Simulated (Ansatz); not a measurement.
# Si: how the settings move a single-point run

Question: which choices in the input matter for Si?

Program: Ansatz 0.2.0. Level of theory: reference: DFT, PBE, PAW with Ansatz's default frozen-core files, scalar-relativistic. These are calculated values, not measurements.

### 1 Starting point

It takes space group Imma (No. 74, orthorhombic). The conventional cell has a = 4.502 Å, b = 4.737 Å, c = 2.550 Å, α = 90.00°, β = 90.00°, γ = 90.00°. Around Si (site symmetry mm2) lie 8 Si at 2.39 to 2.74 Å.

As a file:

```
CELL_PARAMETERS angstrom
-2.25100 2.36850 1.27500
2.25100 -2.36850 1.27500
2.25100 2.36850 -1.27500
ATOMIC_POSITIONS crystal
Si 0.80700 0.55700 0.25000
Si 0.19300 0.44300 0.75000
```

### 2 The reference run

The input, input.yaml:

```yaml
crystal:
  lattice:
    - [-2.251, 2.3685, 1.275]
    - [2.251, -2.3685, 1.275]
    - [2.251, 2.3685, -1.275]
  atoms:
    - { symbol: Si, position: [0.807, 0.557, 0.25] }
    - { symbol: Si, position: [0.193, 0.443, 0.75] }
kpoints:
  mp_grid: { grid: [16, 16, 16] }
scf:
  occupations: { method: fermi_dirac, width: 0.05 }
hamiltonian:
  xc: pbe
  pseudopotentials: { kind: paw }
output:
  forces: true
  stress: true
  eigenvalues: true
  efg: { contact_densities: true }
  write_density: true
  write_potential: true
  elf: true
  volumetric_format: npy
basis:
  ecutwfc: 300
```

The run is started by

```sh
$ ansatz run input.yaml --threads 1 --pin off --max-ram 2048MiB --backend cpu --events-out ev --progress --plain --runs-dir out
```

Excerpt of the output:

```text
[...]
Basis set: ecut = 300 eV, 319 PW (Γ), exchange–correlation on 40×40×40 points (8 copies of the dense FFT grid, shifted against one another)
[...]
k-points: 621 of 4096
[...]
SCF iter   1: F=—  HF=-1270.843797 eV  |F-HF|=—  |Δ(HF+E_count)|=         —  Δρ=2.47e-3  dr2=8.85e-4  ethr=1.77e-3  ⟨swp⟩=5.2  Hψ=39445  notcnv=0
preconditioner: auto → none  [metal: Δε(μ)=0.019 eV  Ē_g=10.884 eV  σ=0.050 eV  W_gap=0.09  n_scr=4 (ndim 8)  ℏωp=20.1 eV  f_vac=0.000  D(μ)=0.74/eV (n_scr^D=4)  sad-step TF]
SCF iter   2: F=—  HF=-1270.844060 eV  |F-HF|=—  |Δ(HF+E_count)|=   2.62e-4  Δρ=1.43e-3  dr2=3.14e-4  ethr=1.11e-5  ⟨swp⟩=1.6  Hψ=10386  notcnv=0
[...]
SCF iter   5: F=-1270.844273 eV  HF=-1270.844273 eV  |F-HF|=4.02e-11  |Δ(HF+E_count)|=  8.17e-10  Δρ=1.82e-6  dr2=5.68e-10  ethr=2.75e-10  ⟨swp⟩=2.0  Hψ=7409  notcnv=0
SCF iter   6: F=-1270.844273 eV  HF=-1270.844273 eV  |F-HF|=2.27e-13  |Δ(HF+E_count)|=  1.16e-10  Δρ=1.03e-7  dr2=1.51e-12  ethr=7.10e-12  ⟨swp⟩=4.0  Hψ=21394  notcnv=0
[...]
SCF converged after 6 iterations
Free energy (F): -1270.844273 eV
[...]
E sigma→0 (E₀):  -1270.841245 eV
[...]
Fermi energy:    11.288806 eV
[...]
  P = ⅓ Tr σ = 15.8981 GPa (158.981 kbar)
[...]
```

Run time: 9.8 s. Hardware: 1 thread of Arm Neoverse V1, shared host; peak memory 0.38 GiB.

### 3 Changed: mixing.algorithm broyden, mixing.beta 0.05, mixing.ndim 16

Changes to input.yaml since step 2:

```diff
@@ -12,2 +12,3 @@
   occupations: { method: fermi_dirac, width: 0.05 }
+  mixing: { algorithm: broyden, beta: 0.05, ndim: 16 }
 hamiltonian:
@@ -20,6 +21,2 @@
   efg: { contact_densities: true }
-  write_density: true
-  write_potential: true
-  elf: true
-  volumetric_format: npy
 basis:
```

The run is started by

```sh
$ ansatz run input.yaml --threads 1 --pin off --max-ram 2048MiB --backend cpu --events-out ev --progress --plain --runs-dir out
```

Output:

```text
Warning: basis.ecutwfc = 300 eV is below the records' recommended 420 eV, and the density's cutoff is lower with it unless basis.ecutrho_ratio is high enough to keep the records' density cutoff: compare with a run at a higher cutoff
Engine: ansatz 0.2.0
Pseudopotentials: kind: paw
Pseudopotential: Si, paw, valence charge 4, recommended cutoff 420 eV (normal)
Functional definition: PBE
  parameter kappa = 0.804
  parameter beta = 0.06672455060314922
  exchange = pbe_x(kappa = kappa, mu = beta*pi^2/3)
  correlation = pbe_c(beta = beta)
Crystal: 2 atoms, lattice volume = 27.191 Å³
Basis set: ecut = 300 eV, 319 PW (Γ), exchange–correlation on 40×40×40 points (8 copies of the dense FFT grid, shifted against one another)
Bands: 8, of which v1, the nominal top of the filled ones, is band 4 counted from 1 (3 counted from 0)
Symmetry: 8 space group operations
Space group: Imma (ITA 74), of the structure as read, at distance tolerance 3.0e-5 Å
k-points: 621 of 4096
Non-local potential: Si, projectors of the file, l = 0: 2, l = 1: 2, l = 2: 2
PAW form: soft (Blöchl's): semilocal exchange-correlation on the pseudo side does not see the compensation charge
PAW one-centre angular grid: Si, 110 points (default); XC on 64 Gauss nodes
Initial density: superposition of atomic densities (neutral atoms: chi_scale 0, normalization atom), corrected by the library's trained network
Initial wavefunctions: pseudopotential atomic-orbital guess
Functional: x = pbe(κ = 0.804, μ = 0.2195149727645171), c = pbe(β = 0.06672455060314922)
SCF iter   1: F=—  HF=-1270.843912 eV  |F-HF|=—  |Δ(HF+E_count)|=         —  Δρ=2.47e-3  dr2=8.84e-4  ethr=1.77e-3  ⟨swp⟩=5.2  Hψ=39445  notcnv=0
preconditioner: auto → none  [metal: Δε(μ)=0.019 eV  Ē_g=10.884 eV  σ=0.050 eV  W_gap=0.09  n_scr=4 (ndim 16)  ℏωp=20.1 eV  f_vac=0.000  D(μ)=0.74/eV (n_scr^D=4)  sad-step TF]
SCF iter   2: F=—  HF=-1270.843950 eV  |F-HF|=—  |Δ(HF+E_count)|=   3.83e-5  Δρ=2.38e-3  dr2=8.20e-4  ethr=1.10e-5  ⟨swp⟩=1.5  Hψ=10314  notcnv=0  κ⁻¹=1.0e0(r=1)
SCF iter   3: F=—  HF=-1270.844273 eV  |F-HF|=—  |Δ(HF+E_count)|=   3.23e-4  Δρ=1.96e-4  dr2=6.56e-6  ethr=1.03e-5  ⟨swp⟩=2.0  Hψ=7424  notcnv=0  κ⁻¹=3.8e-4(r=2)
SCF iter   4: F=—  HF=-1270.844269 eV  |F-HF|=—  |Δ(HF+E_count)|=   4.26e-6  Δρ=2.30e-4  dr2=4.11e-6  ethr=8.20e-8  ⟨swp⟩=2.0  Hψ=7139  notcnv=0  κ⁻¹=8.0e-6(r=3)
SCF iter   5: F=—  HF=-1270.844273 eV  |F-HF|=—  |Δ(HF+E_count)|=   4.48e-6  Δρ=3.07e-5  dr2=1.76e-7  ethr=5.14e-8  ⟨swp⟩=2.0  Hψ=7418  notcnv=0  κ⁻¹=3.7e-7(r=4)
SCF iter   6: F=—  HF=-1270.844273 eV  |F-HF|=—  |Δ(HF+E_count)|=   1.67e-7  Δρ=3.52e-5  dr2=1.04e-7  ethr=1.25e-9  ⟨swp⟩=3.9  Hψ=14129  notcnv=0  κ⁻¹=2.1e-7(r=5)
SCF iter   7: F=-1270.844273 eV  HF=-1270.844273 eV  |F-HF|=2.63e-9  |Δ(HF+E_count)|=   2.35e-7  Δρ=3.83e-6  dr2=2.28e-9  ethr=1.25e-9  ⟨swp⟩=4.2  Hψ=16957  notcnv=0
SCF 1 converged in 7 iterations: F = -1270.844273 eV  dr2 = 2.28e-9
SCF converged after 7 iterations
Stability not checked: this state was not tested for a lower state beside it, because the mixer in use, unlike msr1, does not test its closes by its own steps (another_mixer; see scf.mixing.algorithm and scf.lower_state_search)
Free energy (F): -1270.844273 eV
Harris-Foulkes:  -1270.844273 eV  (|F-HF|=2.63e-9)
Internal energy: -1270.838217 eV  (E = F + TS)
E sigma→0 (E₀):  -1270.841245 eV
Entropy (-TS):   -0.006057 eV (-3.028 meV/atom)
Fermi energy:    11.288796 eV
--- Per-component energies (eV) ---
  E_band       = 43.440424
  E_kinetic    = 86.581082
  E_local      = 3.594907  (includes V_loc(G=0)·N_el)
  E_nonlocal   = 52.035174
  E_hartree    = 1.813393
  E_xc         = -113.569194
  E_vxc        = -97.756028  (∫ρ·V_xc dr)
  E_paw        = -1025.250223  (= ΣΔE_a)
  E_vpaw       = -4.641547  (= ΣTr[D̂ρ^β])
  E_aug_tail   = 0.000040  (compensation charges beyond the density's cutoff)
  E_ewald      = -276.043396
  E_smearing   = -0.006057  (= −TS)
  E_closure    = -0.000000  (closes the sum)
  Σ components = -1270.844273   (vs F -1270.844273, Δ=0.00e0)
--- Forces (eV/Å), atoms counted from 1 ---
  atom   1  Si     0.00000000     0.00000000    -0.00516330
  atom   2  Si     0.00000000     0.00000000     0.00516330
  max |Σ_I F_I| component: 0.00e0 eV/Å
--- Stress (GPa, compression-positive) ---
       14.976511       0.000000       0.000000
        0.000000      17.389482       0.000000
        0.000000       0.000000      15.327644
  P = ⅓ Tr σ = 15.8979 GPa (158.979 kbar)
--- PAW observables at the nuclei: V_zz in 10²¹ V/m², potentials from the cell's mean, atoms counted from 1 ---
  atom   1  Si V_zz =    -2.603365   η = 0.2443   by run symmetry: allowed
            electrostatic potential = -1363.575176 V   contact ρ = 12813.740992 e/Å³
  atom   2  Si V_zz =    -2.603365   η = 0.2443   by run symmetry: allowed
            electrostatic potential = -1363.575176 V   contact ρ = 12813.740992 e/Å³
--- Band table (eV; the first three rows and the last of 621) ---
  k-point 0: bands = ["-3.5247", "8.3171", "8.8055", "9.6338", "12.3787", "19.0606", "20.4385", "21.3251"]
  k-point 1: bands = ["-3.4717", "7.6492", "8.6622", "10.2263", "12.7800", "18.3373", "20.7084", "21.3669"]
  k-point 2: bands = ["-3.3130", "6.3985", "8.7683", "10.7939", "13.8898", "17.2003", "20.0773", "21.2256"]
  k-point 620: bands = ["2.0718", "3.1071", "3.6001", "3.8897", "17.0608", "17.8164", "25.5506", "26.2222"]
```

Wall time 7.3 s (1 thread of Arm Neoverse V1, shared host); peak memory 0.37 GiB.

The changed mixing doesn't alter the result here (within 0.5 meV/atom).

### 4 Comparison

| run | ending | energy change | pressure (GPa) | gap (eV) | force (eV/Å) | cycles | time |
| --- | --- | --- | --- | --- | --- | --- | --- |
| reference | converged | 0 | 15.9 | 0.00 | 0.01 | 6 | 9.8 s |
| 1: mixing.algorithm broyden, mixing.beta 0.05, mixing.ndim 16 | converged | 0.0 meV/atom | 15.9 | 0.00 | 0.01 | 7 | 7.3 s |

Times don't compare one to one where runs were asked for different outputs or read a saved state (see the inputs); cycles may leave out searches for a lower state.

Residual by cycle in the longest SCF loop of each run; runs are numbered as in the table. The quantity is the density residual dr2, in eV.

```
cycle  reference   run 1
    1     8.9e-4  8.8e-4
    2     3.1e-4  8.2e-4
    3     9.3e-7  6.6e-6
    4     2.2e-8  4.1e-6
    5    5.7e-10  1.8e-7
    6    1.5e-12  1.0e-7
    7          -  2.3e-9
```

**Reading.** Same state: the changed mixing leaves the energy within 0.5 meV/atom. The structure is not at rest: the sound run finds 16 GPa, so these are no properties of the relaxed crystal. 
